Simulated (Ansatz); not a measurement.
ZrO2 (tetragonal-ZrO2 type, space group P4_2/nmc)

```yaml
crystal:
  lattice:
    - [3.60134, 0.00000, 0.00000]
    - [0.00000, 3.60134, 0.00000]
    - [0.00000, 0.00000, 5.22807]
  atoms:
    - { symbol: Zr, position: [0.00000, 0.00000, 0.00000] }
    - { symbol: Zr, position: [0.50000, 0.50000, 0.50000] }
    - { symbol: O, position: [0.00000, 0.50000, 0.19679] }
    - { symbol: O, position: [0.00000, 0.50000, 0.69679] }
    - { symbol: O, position: [0.50000, 0.00000, 0.30321] }
    - { symbol: O, position: [0.50000, 0.00000, 0.80321] }
```

In each cell atom 6 (O, nearest neighbour Zr at 2.074 Å; its periodic images, 3.6 Å or more away, move with it) moves by s·(0.577, 0.577, 0.577) (along Cartesian [111]), the rest being held.

These are r2SCAN (plane waves to 500 eV, PAW, scalar-relativistic; Ansatz, a first-principles code) values and carry that method's errors. k mesh 7×7×5 (Γ-centred), Fermi-Dirac smearing 0.05 eV. The energy includes the smearing's −TS. Left out: 3 of 11 points, with atoms too close for the PAW data. This is a high-temperature form of ZrO2. ZrO2 is run without spin polarisation. ZrO2 was relaxed with its symmetry unable to fall. The zero of ΔE is the undisplaced structure.

```csv
s (Å),ΔE (meV/cell)
-0.620,2290
-0.496,1427
-0.372,793
-0.248,354
-0.124,90
0.000,0
0.124,97
0.248,withheld
```

Q: Fit a polynomial form (powers 2, 3, 4) to the given rows and predict ΔE at s = 0.248.

A: Least squares on the 7 given rows: ΔE = (6046)·s² + (1899)·s³ + (2833)·s⁴, in meV/cell with s in Å; root-mean-square residual 0.2 meV/cell. At 0.248 the fit gives 412 meV/cell; the calculation gives 410 meV/cell, so the extrapolation is off by 2 (+0.5 %). The quadratic term alone would give 372 meV/cell.

(A displaced cell: forces are minus the slopes of the energy, force constants its curvatures, and phonons follow from these.)
